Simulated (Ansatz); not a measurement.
# Ti: response to a shear that moves c along a

The task here is to estimate one member of a computed series from the others.

Program: Ansatz 0.2.0. Level of theory: DFT PBEsol, scalar-relativistic, plane waves, PAW. These are calculated values, not measurements.

2 further runs of the same task are left out: 2 set aside as unsound or not needed.

## The system as given

The structure is hexagonal, space group P6_3/mmc (No. 194). Conventional cell: a = 2.900 Å, b = 2.900 Å, c = 4.591 Å, α = 90.00°, β = 90.00°, γ = 120.00°. Ti (site symmetry -6m2) has 12 Ti at 2.84 to 2.90 Å as nearest neighbours.

Coordinates:

```
CELL_PARAMETERS angstrom
2.90044 0.00000 0.00000
-1.45022 2.51185 0.00000
0.00000 0.00000 4.59099
ATOMIC_POSITIONS crystal
Ti 0.33333 0.66667 0.25000
Ti 0.66667 0.33333 0.75000
```

It is the result of an earlier relaxation at this level (volume 16.72 Å³/atom; gap on the mesh: none (metal)).

The unstrained cell was computed beforehand with the same settings: E(σ→0) = -4947.7935 eV for 2 atoms, gap none (metal).

The first run:

input.yaml

```yaml
crystal:
  lattice:
    - [2.9004352003, 0.0, 0.0]
    - [-1.4502176002, 2.5118505655, 0.0]
    - [0.0459099045, 0.0, 4.5909904466]
  atoms:
    - { symbol: Ti, position: [0.3333333333, 0.6666666667, 0.25] }
    - { symbol: Ti, position: [0.6666666667, 0.3333333333, 0.75] }
basis:
  ecutwfc: 420
kpoints:
  mp_grid: { grid: [24, 24, 12] }
hamiltonian:
  xc: pbesol
scf:
  occupations: { method: gaussian, width: 0.1 }
output:
  forces: true
  stress: true
  eigenvalues: true
relax:
  adjacent_minimum: "off"
  f_tol: 0.008
  max_steps: 40
```

On the command line:

```bash
> ansatz run input.yaml --threads 1 --pin off --max-ram 2560MiB --backend cpu --events-out ev --progress --plain --runs-dir out
```

Steps of the session up to this table: The cell strained by +1.0 %; The cell strained by +2.0 %; At +3.0 %; The cell strained by +4.0 %; The cell strained by +6.0 %.

One of the session's tables, all rows but one given; the rest of the session is left out.

Lengths are those of the vectors of the cell that was run; stresses in GPa:

```
strain (%)  ΔE (meV/atom)
      +0.0            0.0
      +1.0            0.2
      +2.0              ?
      +3.0            2.1
      +4.0            3.6
      +6.0            8.1
```

Q: Estimate the row for strain (%) = +2.0 from the others.

Worked estimate for «ΔE (meV/atom)». A straight line through the neighbours (1.0, 0.2) and (3.0, 2.1) gives 0.2 + (2.1 − 0.2) × (2.0 − 1.0) / (3.0 − 1.0) = 1.2; a parabola fitted to 4 rows on both sides gives 0.9.

**Answer.** ΔE (meV/atom): 0.9. In «ΔE (meV/atom)» the line misses by +0.3 and the parabola by 0.0.

ΔE is over the unstrained cell. Stress in GPa, positive in compression, on the Cartesian axes of the input. 

Caveats from the session: Warnings in the runs' records: stress scf threshold loose.
